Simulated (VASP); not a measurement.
**AlP: single point with PBE**

**The experiment to reproduce.**

A printed reference work, data compilation reports, for a bulk crystal of AlP at 4.2 K: band gap 2.505 eV (indirect).

The system is AlP.

```
CELL_PARAMETERS angstrom
0.00000 2.72550 2.72550
2.72550 0.00000 2.72550
2.72550 2.72550 0.00000
ATOMIC_POSITIONS crystal
Al 0.00000 0.00000 0.00000
P 0.25000 0.25000 0.25000
```

```json
{
  "Program": "VASP 6.6.1",
  "Task": "single point",
  "Functional": "PBE",
  "Potentials or basis": "VASP PAW PBE potentials, release 64 (Al, P)",
  "Cutoff": "520 eV",
  "k mesh": "6 × 6 × 6",
  "Occupations": "gaussian, width 0.02 eV",
  "Spin": "no spin polarisation"
}
```

```json
{
 "Pressure": "2.7 GPa",
 "Band gap on the k mesh": "1.57 eV, indirect (least direct gap 3.35 eV)"
}
```

Levels at points of the mesh, in eV from the valence-band top:
```tsv
k point	band 1	band 2	band 3	band 4	band 5	band 6	band 7	band 8
(0.00, 0.00, 0.00)	-11.53	0.00	0.00	0.00	3.35	4.57	4.57	4.57
(0.50, 0.00, 0.00)	-9.84	-5.55	-0.77	-0.77	2.83	4.82	4.82	8.29
(0.50, 0.50, 0.00)	-9.17	-5.33	-2.11	-2.11	1.57	2.46	11.11	11.11
```

Wall time 7 s on 1 thread of Intel(R) Xeon(R) Platinum 8375C CPU @ 2.90GHz (Ice Lake), on a shared host, peak memory 0.15 GiB.

A measured gap of AlP is 2.505 eV (indirect; 4.2 K; a printed reference work, data compilation); the calculated 1.57 eV misses it by -0.94 eV. The value is that of PBE on a finite k mesh, which can miss the band edges, without temperature or zero-point motion. Semilocal functionals fall short of measured gaps as a rule.
